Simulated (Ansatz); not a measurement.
# AlN: pressure against volume scale

Results calculated with Ansatz 0.2.0, not measured. Periodic Kohn-Sham DFT of a crystal at fixed atoms, scaled to volume_scale times the given cell; pressure positive in compression, energy less spherical unpolarised free atoms, largest_vzz the field gradient of largest size among the nuclei.

The cell before it is scaled or strained (space group Fm-3m, No. 225):
```
CELL_PARAMETERS angstrom
0.00000 1.97800 1.97800
1.97800 0.00000 1.97800
1.97800 1.97800 0.00000
ATOMIC_POSITIONS crystal
Al 0.00000 0.00000 0.00000
N 0.50000 0.50000 0.50000
```

Settings of every row: method frozen-core PAW; functional LDA; relativity scalar; k mesh 10x10x10; filling fermi-dirac; smearing width 0.02 eV; wave cutoff 420 eV; paw set soft_2.

Atom start moment: 0 on all atoms.

Limits: PAW files made with PBE.

```csv
row,volume scale,V (Å³/atom),pressure (GPa)
1,0.94,7.275,35.016
2,0.95,7.352,30.788
3,0.96,7.429,26.757
4,0.98,7.584,19.257
5,0.99,7.662,15.772
6,1,7.739,?
7,1.01,7.816,9.27
8,1.02,7.894,6.242
9,1.04,8.048,0.6
10,1.05,8.126,-2.02
11,1.06,8.203,-4.52
```

Question: what pressure should row 6 give?

Worked fit of pressure. Take u = (V_r/V)^(2/3) − 1 with V_r = 7.739 Å³ an atom, which is twice the finite (Eulerian) strain; such expansions in the strain, on which the Birch-Murnaghan equation of state is built, carry the rest volume and the bulk modulus. The shown rows have u = 0.04208, 0.03479, 0.02763, 0.01358, 0.00669, -0.00658, -0.01313, -0.02576, -0.03201, -0.03807. Least squares give pressure = 12.4339 + 488.232 × u + 1135.74 × u² GPa; a straight line predicts inner rows, each left out in turn, worse (root mean square 0.63 against 0.023 GPa). The rows lie off it by 0.026, -0.006, -0.034, -0.017, 0.021, -0.001, 0.023, -0.011, 0.011, -0.013 (root mean square 0.019 GPa). The pressure vanishes at u = -0.0272, or V = 8.066 Å³ an atom, and there the bulk modulus at fixed shape and fractions is B = −V dP/dV = (2/3)(1 + u) dP/du = 277 GPa. The withheld row has u = 0, so the fit gives 12.4339 + 488.232 × (0) + 1135.74 × (0)² = 12.434 GPa.

The calculation gave 12.44 GPa. The fit lies 0.006 GPa (0.015 % of the column's range) below it; its largest miss of a shown row is 0.034 GPa.
